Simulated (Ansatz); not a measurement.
# Si2H2O3 — ¹⁷O NMR of the central transition

Cell: a computed structure from the Materials Project (it need not be an observed phase).

Space group R-3:H (No. 148); a = 9.4641, c = 15.5093 Å, γ = 120.00°.

| site | Wyckoff | site symmetry | x | y | z |
| --- | --- | --- | --- | --- | --- |
| Si1 | 18f | 1 | 0.2075 | 0.3071 | 0.5586 |
| Si7 | 6c | 3. | 0.0000 | 0.0000 | 0.6759 |
| H9 | 18f | 1 | 0.3194 | 0.4731 | 0.5900 |
| H15 | 6c | 3. | 0.0000 | 0.0000 | 0.7707 |
| O17 | 18f | 1 | 0.9427 | 0.1274 | 0.3586 |
| O23 | 18f | 1 | 0.7542 | 0.0636 | 0.4989 |

One atom of each set is listed; the run and its k-mesh use a cell of 28 atoms with edges of 7.52, 7.52, 7.52 Å.

Computed with Ansatz: DFT, r2SCAN, plane waves and PAW, scalar-relativistic, 500 eV cutoff, Γ-centred 5×5×5 k-points, Fermi–Dirac smearing 0.05 eV.

¹⁷O has I = 5/2 and Q = -25.58 mb (Pyykkö 2018); at 28.2 T its Larmor frequency is ν₀ = 162.8 MHz. Only the quadrupole interaction is simulated: positions count from each site's isotropic chemical shift, and J coupling is left out, as are shift anisotropy and dipolar coupling, which fast spinning averages.

(1) Give C_Q, η, the quadrupolar product P_Q = |C_Q|(1 + η²/3)^½, the second-order isotropic shift and the breadth of the pattern (fast magic-angle spinning) for each O site.

Results:

(1) 

```tsv
site	first shell	C_Q (MHz)	η	P_Q (MHz)	δ_QIS (ppm)	breadth (kHz)
O17	2 Si at 1.64 Å, angle 147°	-5.55	0.26	5.61	-7.11	2.64
O23	2 Si at 1.64 Å, angle 148°	-5.56	0.26	5.62	-7.14	2.65
```

δ_QIS = −(ν_Q²/30ν₀²)[I(I+1) − 3/4](1 + η²/3) × 10⁶ ppm with ν_Q = 3|C_Q|/[2I(2I−1)]; it falls as 1/B₀² in ppm, and the breadth as 1/B₀ in kHz.

At O17 and O23 V_zz runs parallel to the line that joins its two neighbours (within 1°) in each case.

The largest force is 0.3 eV/Å, so the atoms aren't at the calculated equilibrium and relaxing them would move these values.

The run took 3 min of wall time (3 min of CPU time) and 1.8 GiB at its peak, on 1 thread of Arm Neoverse V1 (aarch64; 8 cores open to the job, memory cap 2.5 GiB, no GPU), a shared host with a load of 0.5 a core.
